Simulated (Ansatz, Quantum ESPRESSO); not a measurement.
# 2H-WSe2, 2 layers, AA' stacking: the gap on the mesh at a withheld member of a series

How the rows were computed: Quantum ESPRESSO 7.5, PBE, SG15 norm-conserving. Cell and atoms are relaxed under PBE-D3(BJ) (GBRV files) and held. Screened hybrids with norm-conserving files, screening 0.106 per bohr, fixed occupations, a 9×9×1 mesh with exchange on 3×3×1 q points. Levels count from the potential in the middle of the vacuum. The series steps the share of short-range exact exchange (0.25 is HSE06, 0 is PBE).

| share of short-range exact exchange | gap on the mesh (eV) |
| --- | --- |
| 0 | 1.397 |
| 0.125 | 1.618 |
| 0.3 | 1.942 |
| 0.4 | 2.134 |

To predict: What is the gap on the mesh at 0.25?

**Fit.** The rows at 0.125 and 0.3 give a slope of (1.942 − (1.618))/(0.3 − (0.125)) = 1.851, so a straight line gives 1.849 eV. A parabola through these and the row at 0 gives 1.848 eV.

**The withheld run.** 1.848 eV. The line misses by +0.001 and the parabola by 0.000 eV. Both misses are under 5 % of the step from the nearer row.

**Limits.** Gaps are those of the mesh; no spin-orbit coupling; the q mesh was not tested; the geometry stays that of PBE-D3(BJ).
